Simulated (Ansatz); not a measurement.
# FePt (Tetraferroplatinum) (P4/mmm) in Ansatz: settings compared

One crystal, FePt (Tetraferroplatinum), is run at these levels: PBE, PBEsol+D3(BJ); tasks: single point, relaxation of cell and atoms.

Everything below comes from runs of Ansatz 0.2.0. Logs are shortened: lines on timing, memory, paths and dates and some standing lists are left out, and cuts for length are marked.

### Step 1. The crystal as given

The structure is tetragonal, space group P4/mmm (No. 123). Conventional cell: a = 2.724 Å, b = 2.724 Å, c = 3.720 Å, α = 90.00°, β = 90.00°, γ = 90.00°. Around Pt (site symmetry 4/mmm) lie 8 Fe at 2.68 Å and 4 Pt at 2.72 Å. Fe (site symmetry 4/mmm) is surrounded by 8 Pt at 2.68 Å and 4 Fe at 2.72 Å.

### Step 2. Single point, PBE, collinear spin, ferromagnetic start

Input file input.yaml:

```yaml
crystal:
  lattice:
    - [2.7235, 0.0, 0.0]
    - [0.0, 2.7235, 0.0]
    - [0.0, 0.0, 3.72]
  atoms:
    - { symbol: Pt, position: [0.5, 0.5, 0.5] }
    - { symbol: Fe, position: [0.0, 0.0, 0.0], spin: 3.0 }
hamiltonian:
  xc: pbe
  pseudopotentials: { kind: paw }
magnetization:
  spin_polarized: true
kpoints:
  mp_grid: { grid: [10, 10, 7] }
scf:
  occupations: { method: gaussian, width: 0.011 }
output:
  forces: true
  stress: true
  eigenvalues: true
  write_density: true
  write_potential: true
  elf: true
  volumetric_format: npy
```

Potentials or basis: Ansatz PAW.

Run with:

```sh
$ ansatz run input.yaml --threads 2 --pin off --max-ram 5632MiB --backend cpu --events-out ev --progress --plain --runs-dir out
```

The program printed:

```text
Warning: RAYON_NUM_THREADS=2 ignored (pool sized by the plan → 2); use --threads N
Engine: ansatz 0.2.0, x86_64-unknown-linux-gnu
Pseudopotentials: kind: paw
Pseudopotential: Pt, paw, valence charge 18, recommended cutoff 420 eV (normal), Pt.paw.azcp
Pseudopotential: Fe, paw, valence charge 16, recommended cutoff 420 eV (normal), Fe.paw.azcp
Functional definition: PBE
  parameter kappa = 0.804
  parameter beta = 0.06672455060314922
  exchange = pbe_x(kappa = kappa, mu = beta*pi^2/3)
  correlation = pbe_c(beta = beta)
Crystal: 2 atoms, lattice volume = 27.593 Å³
Basis set: ecut = 420 eV, 545 PW (Γ), exchange–correlation on 40×40×50 points (8 copies of the dense FFT grid, shifted against one another)
Bands: 23, of which v1, the nominal top of the filled ones, is band 17 counted from 1 (16 counted from 0)
Symmetry: 16 space group operations
Space group: P4/mmm (ITA 123), of the structure as read, at distance tolerance 3.0e-5 Å
Magnetic group: BNS 123.339 (UNI 999), of the structure as read, at distance tolerance 3.0e-5 Å
k-points: 84 of 700
Non-local potential: Pt, projectors of the file, l = 0: 3, l = 1: 2, l = 2: 2, l = 3: 1
Non-local potential: Fe, projectors of the file, l = 0: 3, l = 1: 2, l = 2: 3, l = 3: 1
PAW form: soft (Blöchl's): semilocal exchange-correlation on the pseudo side does not see the compensation charge
PAW one-centre angular grid: Pt, 590 points (default); XC on 64 Gauss nodes
PAW one-centre angular grid: Fe, 590 points (default); XC on 64 Gauss nodes
Initial density: superposition of atomic densities (chi_scale 0.1, normalization cell)
Starting moments: Σ|m| = 3 μB on 1 of 2 sites
Initial wavefunctions: pseudopotential atomic-orbital guess
Functional: x = pbe(κ = 0.804, μ = 0.2195149727645171), c = pbe(β = 0.06672455060314922)
SCF iter   1: F=—  HF=-17004.076410 eV  |F-HF|=—  |Δ(HF+E_count)|=         —  Δρ=6.97e-2 (↑4.14e-2 ↓6.97e-2)  dr2=4.53e0  dr2_m=7.47e-2  M=2.969 μB ∫|m|=3.040 μB  β_m=0.30  ethr=3.10e-3  ⟨swp⟩=5.0  Hψ=14825  notcnv=0
Mixer restart at iter 1: flushing history
preconditioner: auto → none  [metal: Δε(μ)=0.003 eV  Ē_g=9.234 eV  σ=0.011 eV  W_gap=0.14  n_scr=6 (ndim 8)  ℏωp=30.0 eV  f_vac=0.000  D(μ)=3.22/eV (n_scr^D=36)  sad-step TF]
SCF iter   2: F=—  HF=-17003.892135 eV  |F-HF|=—  |Δ(HF+E_count)|=   1.84e-1  Δρ=4.79e-2 (↑2.41e-2 ↓4.79e-2)  dr2=1.51e0  dr2_m=1.08e-1  M=3.156 μB ∫|m|=3.243 μB  β_m=0.51  ethr=3.10e-3  ⟨swp⟩=2.0  Hψ=6006  notcnv=0  defer=248
SCF iter   3: F=—  HF=-17003.926335 eV  |F-HF|=—  |Δ(HF+E_count)|=   3.42e-2  Δρ=1.14e-2 (↑1.14e-2 ↓1.09e-2)  dr2=1.22e-2  dr2_m=2.47e-2  M=3.275 μB ∫|m|=3.412 μB  β_m=0.64  ethr=3.10e-3  ⟨swp⟩=2.1  Hψ=6053  notcnv=0  defer=247
SCF iter   4: F=—  HF=-17003.952495 eV  |F-HF|=—  |Δ(HF+E_count)|=         —  Δρ=6.49e-3 (↑2.85e-3 ↓6.49e-3)  dr2=9.00e-3  dr2_m=3.31e-3  M=3.285 μB ∫|m|=3.443 μB  β_m=0.64  ethr=3.59e-5  ⟨swp⟩=3.1  Hψ=8743  notcnv=0  defer=244
Mixer restart at iter 4: flushing history
SCF iter   5: F=—  HF=-17003.957289 eV  |F-HF|=—  |Δ(HF+E_count)|=   4.79e-3  Δρ=6.82e-3 (↑6.82e-3 ↓5.62e-3)  dr2=3.49e-2  dr2_m=7.28e-4  M=3.266 μB ∫|m|=3.435 μB  β_m=0.36  ethr=2.65e-5  ⟨swp⟩=3.0  Hψ=8038  notcnv=0  defer=244  recentre
SCF iter   6: F=—  HF=-17003.952581 eV  |F-HF|=—  |Δ(HF+E_count)|=   4.71e-3  Δρ=3.40e-3 (↑1.89e-3 ↓3.40e-3)  dr2=2.04e-3  dr2_m=1.30e-3  M=3.284 μB ∫|m|=3.448 μB  β_m=0.40  ethr=2.65e-5  ⟨swp⟩=3.0  Hψ=8776  notcnv=0  defer=241
SCF iter   7: F=—  HF=-17003.953324 eV  |F-HF|=—  |Δ(HF+E_count)|=   7.43e-4  Δρ=8.35e-4 (↑2.47e-4 ↓8.35e-4)  dr2=1.40e-4  dr2_m=6.53e-5  M=3.277 μB ∫|m|=3.448 μB  β_m=0.43  ethr=6.01e-6  ⟨swp⟩=2.1  Hψ=6139  notcnv=0  defer=241
SCF iter   8: F=—  HF=-17003.953393 eV  |F-HF|=—  |Δ(HF+E_count)|=   6.86e-5  Δρ=1.32e-4 (↑1.32e-4 ↓1.23e-4)  dr2=4.85e-6  dr2_m=2.09e-6  M=3.278 μB ∫|m|=3.452 μB  β_m=0.68  ethr=4.13e-7  ⟨swp⟩=2.2  Hψ=6043  notcnv=0  defer=241
SCF iter   9: F=—  HF=-17003.953386 eV  |F-HF|=—  |Δ(HF+E_count)|=   6.38e-6  Δρ=1.21e-4 (↑4.81e-5 ↓1.21e-4)  dr2=6.38e-6  dr2_m=9.58e-7  M=3.276 μB ∫|m|=3.451 μB  β_m=0.84  ethr=1.43e-8  ⟨swp⟩=2.0  Hψ=5734  notcnv=0  defer=241
SCF iter  10: F=—  HF=-17003.953388 eV  |F-HF|=—  |Δ(HF+E_count)|=   1.44e-6  Δρ=8.57e-5 (↑3.15e-5 ↓8.57e-5)  dr2=2.89e-6  dr2_m=4.36e-7  M=3.275 μB ∫|m|=3.451 μB  β_m=0.92  ethr=1.43e-8  ⟨swp⟩=1.4  Hψ=3969  notcnv=0  defer=241
SCF iter  11: F=—  HF=-17003.953388 eV  |F-HF|=—  |Δ(HF+E_count)|=   8.65e-8  Δρ=1.05e-5 (↑7.72e-6 ↓1.05e-5)  dr2=1.92e-8  dr2_m=1.71e-8  M=3.275 μB ∫|m|=3.450 μB  β_m=0.89  ethr=8.49e-9  ⟨swp⟩=1.9  Hψ=4599  notcnv=0  defer=241
SCF iter  12: F=—  HF=-17003.953388 eV  |F-HF|=—  |Δ(HF+E_count)|=   4.12e-9  Δρ=8.15e-6 (↑2.96e-6 ↓8.15e-6)  dr2=2.74e-8  dr2_m=5.35e-9  M=3.275 μB ∫|m|=3.450 μB  β_m=0.77  ethr=5.65e-11  ⟨swp⟩=2.3  Hψ=6346  notcnv=0  defer=241
SCF iter  13: F=-17003.953387 eV  HF=-17003.953388 eV  |F-HF|=5.78e-8  |Δ(HF+E_count)|=   6.32e-9  Δρ=1.08e-5 (↑3.37e-6 ↓1.08e-5)  dr2=6.22e-8  dr2_m=5.98e-9  M=3.275 μB ∫|m|=3.450 μB  ethr=5.65e-11  ⟨swp⟩=8.4  Hψ=20907  notcnv=0
SCF 1 converged in 13 iterations: F = -17003.953387 eV  dr2 = 6.22e-8
SCF converged after 13 iterations
Magnetization: 3.2746 μB (18.6373 up, 15.3627 down)
Absolute magnetization: 3.4512 μB (∫|ρ↑−ρ↓|, with the PAW one-centre terms)
Spin contamination: 0.0860 ħ² per cell (⟨S²⟩ above its minimum at these occupations)
Per-site moments (μB) at R_I (Å): [(0.38773516681418796, 1.1044163581761326), (2.9523429749936976, 1.1044163581761326)]
Free energy (F): -17003.953387 eV
Harris-Foulkes:  -17003.953388 eV  (|F-HF|=5.78e-8)
Internal energy: -17003.953209 eV  (E = F + TS)
E sigma→0 (E₀):  -17003.953298 eV
Entropy (-TS):   -0.000178 eV (-0.089 meV/atom)
Fermi energy:    20.610726 eV
--- Per-component energies (eV) ---
  E_band       = -367.486140
  E_kinetic    = 984.483777
  E_local      = -3647.925625  (includes V_loc(G=0)·N_el)
  E_nonlocal   = 421.802681
  E_hartree    = 1459.111680
  E_xc         = -379.164359
  E_vxc        = -453.947230  (∫ρ·V_xc dr)
  E_paw        = -10822.087969  (= ΣΔE_a)
  E_vpaw       = -590.129261  (= ΣTr[D̂ρ^β])
  E_aug_tail   = 0.001044  (compensation charges beyond the density's cutoff)
  E_ewald      = -5020.174440
  E_smearing   = -0.000178  (= −TS)
  E_closure    = 0.000000  (closes the sum)
  Σ components = -17003.953387   (vs F -17003.953387, Δ=0.00e0)
--- Forces (eV/Å), atoms counted from 1 ---
  atom   1  Pt     0.00000000    -0.00000000     0.00000000
  atom   2  Fe    -0.00000000     0.00000000     0.00000000
  max |Σ_I F_I| component: 6.11e-30 eV/Å
--- Stress (GPa, compression-positive) ---
        3.158116       0.000000       0.000000
        0.000000       3.158116       0.000000
        0.000000       0.000000       3.737109
  P = ⅓ Tr σ = 3.3511 GPa (33.511 kbar)
--- Band table (eV; the first three rows and the last of 168) ---
  k-point 0 ↑: bands = ["-78.1038", "-68.2845", "-34.4939", "-34.1978", "-34.1978", "-32.3127", "-32.2174", "-32.2174", "10.9264", "14.1786", "14.3670", "17.1127", "17.1127", "17.6415", "18.4404", "18.6341", "20.0378", "20.1824", "20.1824", "22.8064", "30.2949", "32.1670", "32.1670"]
  k-point 1 ↑: bands = ["-78.1038", "-68.2846", "-34.4920", "-34.1973", "-34.1973", "-32.3169", "-32.2180", "-32.2180", "11.1792", "14.2893", "14.4402", "17.2154", "17.2154", "17.5285", "18.4836", "18.5130", "19.9450", "19.9450", "19.9858", "21.6519", "31.7389", "32.6946", "32.6946"]
  k-point 2 ↑: bands = ["-78.1037", "-68.2846", "-34.4875", "-34.1962", "-34.1962", "-32.3264", "-32.2192", "-32.2192", "11.8663", "14.5554", "14.6259", "17.2547", "17.5201", "17.5201", "18.2049", "18.5933", "19.3597", "19.3597", "19.6026", "19.8564", "34.1202", "34.1202", "34.4500"]
  k-point 83 ↓: bands = ["-77.8271", "-64.8720", "-32.1946", "-32.1946", "-31.9688", "-31.0470", "-31.0212", "-31.0212", "14.6046", "15.8555", "15.8555", "18.0938", "19.2693", "19.2693", "19.5747", "21.4417", "21.5019", "22.3400", "27.6388", "27.6388", "29.0693", "29.4144", "29.9581"]
```

Wall time 20 s (2 threads of Intel Xeon at 2.50GHz (Skylake/Cascade Lake), shared host); peak memory 0.42 GiB.

Results:

| Item | Value |
| --- | --- |
| Free energy | -17003.9534 eV |
| Pressure | 3.4 GPa |
| Band gap on the k mesh | none (metal or under the smearing width) |
| Net moment | 3.27 μB per cell |
| Absolute moment | 3.45 μB per cell |
| Site moments | Pt +0.39; Fe +2.95 μB |

### Step 3. Relaxation of cell and atoms, PBE, collinear spin, ferromagnetic start

input.yaml, as its differences from that of step 2:

```diff
@@ -16,3 +16,3 @@
 scf:
-  occupations: { method: gaussian, width: 0.011 }
+  occupations: { method: fermi_dirac, width: 0.05 }
 output:
@@ -20,6 +20,5 @@
   stress: true
-  eigenvalues: true
-  write_density: true
-  write_potential: true
-  elf: true
-  volumetric_format: npy
+relax:
+  f_tol: 0.01
+  max_steps: 40
+  cell: { stress_tol: 0.05 }
```

Potentials or basis: Ansatz PAW.

Run with:

```sh
$ ansatz run input.yaml --threads 2 --pin off --max-ram 5632MiB --backend cpu --events-out ev --progress --plain --runs-dir out
```

Run time: 42 s. Hardware: 2 threads of Intel Xeon at 2.50GHz (Skylake/Cascade Lake), shared host; peak memory 0.42 GiB.

It converged, with:

```yaml
Free_energy: -17003.9643 eV
Relaxed_volume: 14.02 Å³/atom
Relaxed_cell: a = 2.736 Å, b = 2.736 Å, c = 3.747 Å, α = 90.00°, β = 90.00°, γ = 90.00°
Space_group_after_relaxing_to_0.05_Å: P4/mmm (No. 123)
Energy_gained_by_relaxing: 2.4 meV/atom
Ionic_steps: 5
Pressure_after_relaxing: 0.0 GPa
Net_moment: 3.31 μB per cell
Absolute_moment: 3.48 μB per cell
Site_moments: Pt +0.39; Fe +2.98 μB
```

Step by step:
```
step  energy change (eV)  largest force (eV/Å)  volume (Å³)
   1              0.0000                0.0000        27.59
   2             -0.0036                0.0000        28.24
   3             -0.0046                0.0000        28.05
   4             -0.0046                0.0000        28.05
   5             -0.0048                0.0000        28.05
```

Final structure:
```
Pt Fe
1.0
     2.73570    0.00000    0.00000
     0.00000    2.73570    0.00000
     0.00000    0.00000    3.74742
Pt Fe
1 1
Direct
  0.50000 0.50000 0.50000
  0.00000 0.00000 0.00000
```

Caveat: the plane-wave basis is chosen anew once the cell has moved, so the energies of steps on either side of that aren't comparable.

### Step 4. Relaxation of cell and atoms, PBEsol+D3(BJ), collinear spin, ferromagnetic start

input.yaml, as its differences from that of step 3:

```diff
@@ -9,4 +9,5 @@
 hamiltonian:
-  xc: pbe
+  xc: pbesol
   pseudopotentials: { kind: paw }
+  dispersion: d3bj
 magnetization:
```

Run with:

```sh
$ ansatz run input.yaml --threads 2 --pin off --max-ram 5632MiB --backend cpu --events-out ev --progress --plain --runs-dir out
```

Run time: 41 s. Hardware: 2 threads of Intel Xeon at 2.50GHz (Skylake/Cascade Lake), shared host; peak memory 0.43 GiB.

It converged, with:

* Free energy: -16834.1360 eV
* Relaxed volume: 13.08 Å³/atom
* Relaxed cell: a = 2.671 Å, b = 2.671 Å, c = 3.664 Å, α = 90.00°, β = 90.00°, γ = 90.00°
* Space group after relaxing (to 0.05 Å): P4/mmm (No. 123)
* Energy gained by relaxing: 28.7 meV/atom
* Ionic steps: 6
* Pressure after relaxing: 0.0 GPa
* Net moment: 3.20 μB per cell
* Absolute moment: 3.33 μB per cell
* Site moments: Pt +0.39; Fe +2.85 μB

The path:
| step | energy change (eV) | largest force (eV/Å) | volume (Å³) |
| --- | --- | --- | --- |
| 1 | 0.0000 | 0.0000 | 27.59 |
| 2 | -0.0389 | 0.0000 | 25.38 |
| 3 | -0.0578 | 0.0000 | 26.25 |
| 4 | -0.0581 | 0.0000 | 26.16 |
| 5 | -0.0581 | 0.0000 | 26.15 |
| 6 | -0.0574 | 0.0000 | 26.15 |

Final structure:
```xyz
2
Lattice="2.6714 0.0000 0.0000 0.0000 2.6714 0.0000 0.0000 0.0000 3.6644" Properties=species:S:1:pos:R:3 pbc="T T T"
Pt    1.3357    1.3357    1.8322
Fe    0.0000    0.0000    0.0000
```

Caveat: the plane-wave basis is chosen anew once the cell has moved, so the energies of steps on either side of that aren't comparable; the PAW data sets come from PBE, with cores solved anew for the run's functional, which leaves a small shift of forces and pressure. The run has no spin-orbit coupling, so splittings on Pt are missing.

### Step 5. Summary

| task | level | cell | smearing | pressure (GPa) | moment (μB) | relaxed volume (Å³/atom) |
| --- | --- | --- | --- | --- | --- | --- |
| single point | PBE | as given | gaussian 0.011 eV | 3.4 | 3.27 | - |
| relaxation of cell and atoms | PBE | relaxed | fermi-dirac 0.05 eV | 0.0 | 3.31 | 14.02 |
| relaxation of cell and atoms | PBEsol+D3(BJ) | relaxed | fermi-dirac 0.05 eV | 0.0 | 3.20 | 13.08 |

Alike in all rows: potentials or basis Ansatz PAW; spin collinear, ferromagnetic start; k mesh 10 × 10 × 7; cutoff (eV) 420.

Caveats: the plane-wave basis is chosen anew once the cell has moved, so the energies of steps on either side of that aren't comparable (some runs); the PAW data sets come from PBE, with cores solved anew for the run's functional, which leaves a small shift of forces and pressure (some runs).

Absolute energies hang on the potentials; compare differences alone.
